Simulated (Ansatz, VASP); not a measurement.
**SnTe: VASP beside Ansatz**

Contents of INCAR:

```
ALGO = Normal
EDIFF = 1E-6
ENCUT = 520
GGA = PE
ISIF = 2
ISMEAR = 0
LASPH = True
LCHARG = False
LREAL = False
LWAVE = False
NBANDS = 17
NELM = 80
PREC = Accurate
SIGMA = 0.03
```

File KPOINTS:

```
k-points
0
Gamma
  10 10 10
```

POSCAR

```
SnTe
1.0
    0.0000000000      3.0618050000      3.0618050000
    3.0618050000      0.0000000000      3.0618050000
    3.0618050000      3.0618050000      0.0000000000
Sn Te
1 1
Direct
    0.0000000000      0.0000000000      0.0000000000
    0.5000000000      0.5000000000      0.5000000000
```

Input for Ansatz:

```yaml
crystal:
  lattice:
    - [0.0, 3.061805, 3.061805]
    - [3.061805, 0.0, 3.061805]
    - [3.061805, 3.061805, 0.0]
  atoms:
    - { symbol: Sn, position: [0.0, 0.0, 0.0] }
    - { symbol: Te, position: [0.5, 0.5, 0.5] }
basis:
  ecutwfc: 420
kpoints:
  mp_grid: { grid: [10, 10, 10] }
hamiltonian:
  xc: pbe
scf:
  occupations: { method: gaussian, width: 0.03 }
output:
  forces: true
  stress: true
  eigenvalues: true
```

Change from the starting cell: strain -0.030 along x and y, -0.030 along z, atoms carried along.

Alike in both runs: task single point; functional PBE; k mesh 10 × 10 × 10; occupations gaussian, width 0.03 eV; no spin polarisation.

|  | VASP | Ansatz |
| --- | --- | --- |
| version | VASP 6.6.1 | Ansatz 0.2.0 |
| potentials or method | VASP PAW PBE potentials, release 64 (Sn_d, Te) | scalar-relativistic, plane waves, PAW |
| plane-wave cutoff (eV) | 520 | 420 |
| valence electrons in the cell | 20 | 30 |

```tsv
	VASP	Ansatz	Ansatz less VASP
gap on the k mesh at the Fermi level (eV)	0.27	0.27	+0.003
least direct gap on the mesh (eV)	0.27	0.27	+0.003
pressure (GPa)	7.5	7.5	+0.01
```

The two sets of potentials don't hold the same shells in valence.

Caveats: spin-orbit coupling is left out, which moves the levels of the heavy elements.
